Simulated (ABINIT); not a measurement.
Runs of ABINIT 10.8.3 (patched build) on PtS2. Symmetry: P-3m1, No. 164, trigonal system. Conventional cell: a = 3.543 Å, b = 3.543 Å, c = 5.039 Å, α = 90.00°, β = 90.00°, γ = 120.00°. Pt (site symmetry -3m) has 6 S at 2.34 Å as nearest neighbours. S (site symmetry 3m) is surrounded by 3 Pt at 2.34 Å. 

| task | level | k mesh | cutoff (eV) | fine-grid cutoff | gap on the mesh (eV) | pressure (GPa) | largest force (eV/Å) |
| --- | --- | --- | --- | --- | --- | --- | --- |
| single point | r2SCAN | 7 × 7 × 4 | 653 | 1251.72 eV | 0.96 | 10.0 | 1.29 |
| single point | PBEsol | 12 × 12 × 6 | 544 | 1088.46 eV | (a) | 7.3 | 1.08 |
| band structure | RPBE | 9 × 9 × 5 | 544 | 1088.46 eV | (c) | 15.0 | 1.43 |
| band structure | rPW86PBE | 9 × 9 × 5 | 544 | 1088.46 eV | 1.02 | 18.5 | 1.92 |
| band structure | BP86 | 9 × 9 × 5 | 544 | 1088.46 eV | 0.96 | 13.4 | 1.49 |
| band structure | PBEsol | 9 × 9 × 5 | 544 | 1088.46 eV | 0.92 | 7.3 | 1.08 |
| band structure | WC | 9 × 9 × 5 | 544 | 1088.46 eV | 0.92 | 8.0 | (d) |
| band structure | PW91 | 9 × 9 × 5 | 544 | 1088.46 eV | (b) | 12.5 | 1.41 |

Alike in all rows: potentials or basis JTH PAW PBE v2.0; no spin polarisation; cell as given; smearing fermi-dirac 0.05 eV.

Q: Estimate the missing entries.

A: (a) 0.73; (b) 0.97; (c) 1.04; (d) 1.17.

Caveats: spin-orbit coupling is left out, which moves the levels of the heavy elements; the PAW data sets were made with another functional, which shifts forces and pressure a little (some runs); so large a pressure means that the cell lies far from this level's equilibrium, or that cutoff or potentials fall short (some runs); the potentials were made for another functional, which shifts forces and pressure (some runs); an odd mesh through Γ misses points on the zone boundary, where band edges often lie (some runs).

A k mesh can miss the band edges, and the runs leave out spin-orbit coupling on Pt.

Runs at the PBE level aren't shown here.
